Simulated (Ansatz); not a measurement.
# TaSi2: the cost of one run

Computed with Ansatz 0.2.0 (DFT PBEsol, scalar-relativistic, plane waves, PAW, unless a step's input says otherwise).

2 further runs of the same task are left out: 2 set aside as unsound or not needed.

### Step 1. The system as given

It takes space group P6_422 (No. 181, hexagonal). The conventional cell has a = 4.758 Å, b = 4.758 Å, c = 6.565 Å, α = 90.00°, β = 90.00°, γ = 120.00°. Ta (site symmetry 222) has 10 Si at 2.60 to 2.80 Å as nearest neighbours. Around Si (site symmetry 2) lie 5 Si at 2.55 to 2.81 Å and 5 Ta at 2.60 to 2.80 Å.

Coordinates:

```xyz
9
Lattice="4.7583 0.0000 0.0000 -2.3792 4.1208 0.0000 0.0000 0.0000 6.5651" Properties=species:S:1:pos:R:3 pbc="T T T"
Ta    2.3792    0.0000    0.0000
Ta    1.1896    2.0604    4.3768
Ta   -1.1896    2.0604    2.1884
Si    0.0000    1.3165    0.0000
Si    3.6182    0.6582    4.3768
Si    1.2391    3.4626    2.1884
Si    2.3792    2.8044    0.0000
Si   -1.2391    3.4626    4.3768
Si    1.1401    0.6582    2.1884
```

It is the result of an earlier relaxation at this level (volume 14.30 Å³/atom; gap on the mesh: none (metal)).

### Step 2. Dielectric function

File input.yaml:

```yaml
crystal:
  lattice:
    - [4.758335324, 0.0, 0.0]
    - [-2.379167662, 4.1208392703, 0.0]
    - [0.0, 0.0, 6.565128859]
  atoms:
    - { symbol: Ta, position: [0.5, 0.0, 0.0] }
    - { symbol: Ta, position: [0.5, 0.5, 0.6666666667] }
    - { symbol: Ta, position: [0.0, 0.5, 0.3333333333] }
    - { symbol: Si, position: [0.1597348066, 0.3194696133, 0.0] }
    - { symbol: Si, position: [0.8402651934, 0.1597348066, 0.6666666667] }
    - { symbol: Si, position: [0.6805303867, 0.8402651934, 0.3333333333] }
    - { symbol: Si, position: [0.8402651934, 0.6805303867, 0.0] }
    - { symbol: Si, position: [0.1597348066, 0.8402651934, 0.6666666667] }
    - { symbol: Si, position: [0.3194696133, 0.1597348066, 0.3333333333] }
basis:
  ecutwfc: 420
kpoints:
  mp_grid: { grid: [12, 12, 6] }
hamiltonian:
  xc: pbesol
scf:
  occupations: { method: fermi_dirac, width: 0.15 }
  n_extra_bands: 36
output:
  eigenvalues: true
  optics: { e_range: [0, 14], sigma: 0.1, nscf_kmesh: { grid: [12, 12, 10] } }
checkpoint:
  read: start.run
  write: ck
  compress: false
  write_wavefunctions: false
  write_every: 100000
```

The run is started by

```sh
$ ansatz run input.yaml --threads 4 --pin off --max-ram 12288MiB --backend cpu --events-out ev --progress --plain --runs-dir out
```

Q: Estimate wall time and peak memory on 4 threads of Intel Xeon 6975P-C (Granite Rapids), shared host.

About 3 min, with a peak of 3.5 GiB.
